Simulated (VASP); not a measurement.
Set up this calculation in VASP 6.6.1, as the native input.

```yaml
Task: relaxation of cell and atoms
Functional: rev-vdW-DF2
Potentials_or_basis: VASP PAW PBE potentials, release 64 (Mo_sv, S)
Cutoff: 600 eV
k_mesh: 12 × 12 × 3
Occupations: gaussian, width 0.03 eV
Spin: no spin polarisation
Further_INCAR_settings: ALGO = Normal; EDIFF = 1e-06; IBRION = 2; EDIFFG = -0.01; NSW = 90; ISIF = 3
```

The structure of MoS2 lies in POSCAR:

```
MoS2
1.0
    3.1690000000      0.0000000000      0.0000000000
   -1.5845000000      2.7444345046      0.0000000000
    0.0000000000      0.0000000000     12.3240000000
Mo S
2 4
Direct
    0.3333333333      0.6666666667      0.2500000000
    0.6666666667      0.3333333333      0.7500000000
    0.3333333333      0.6666666667      0.6230000000
    0.6666666667      0.3333333333      0.1230000000
    0.3333333333      0.6666666667      0.8770000000
    0.6666666667      0.3333333333      0.3770000000
```

One way to write it, as run:

INCAR

```
PREC     = Accurate       # precision mode
ENCUT    = 600            # plane-wave cutoff, eV
EDIFF    = 1E-6           # SCF threshold, eV
ISMEAR   = 0              # smearing method
SIGMA    = 0.03           # smearing width, eV
LREAL    = F              # projectors in reciprocal space
LASPH    = T              # aspherical terms in the spheres
NELM     = 80             # most SCF steps
ALGO     = Normal         # electronic algorithm
ISIF     = 3              # what is computed and relaxed
LWAVE    = F              # write WAVECAR
LCHARG   = F              # write CHGCAR
GGA      = MK             # functional
LUSE_VDW = T            
AGGAC    = 0.0          
PARAM1   = 0.1234       
PARAM2   = 0.711357     
ZAB_VDW  = -1.8867      
IBRION   = 2              # ionic algorithm
NSW      = 90             # ionic steps
EDIFFG   = -0.01          # ionic threshold
KPAR     = 2
```

KPOINTS

```
Automatic mesh
0
Gamma
  12 12 3
```

Potentials or basis: VASP PAW PBE potentials, release 64 (Mo_sv, S).

Run with:

```bash
$ cat potpaw_PBE.64/Mo_sv/POTCAR potpaw_PBE.64/S/POTCAR > POTCAR
$ mpirun -np 2 vasp_std > vasp.out
```

Results of the run:

```yaml
Relaxed_volume: 17.87 Å³/atom
Relaxed_cell: a = 3.168 Å, b = 3.168 Å, c = 12.342 Å, α = 90.00°, β = 90.00°, γ = 120.00°
Space_group_after_relaxing_to_0.05_Å: P6_3/mmc (No. 194)
Energy_gained_by_relaxing: 0.1 meV/atom
Ionic_steps: 4
Pressure_after_relaxing: 0.0 GPa
Band_gap_on_the_k_mesh: 0.87 eV, indirect (least direct gap 1.67 eV)
```

Caveat: the PAW data sets were made with another functional, which shifts forces and pressure a little; an odd mesh through Γ misses points on the zone boundary, where band edges often lie.

Run time: 6.7 min on 2 MPI ranks on Intel(R) Xeon(R) Platinum 8559C (Emerald Rapids) (shared host), peak memory 0.69 GiB a rank.
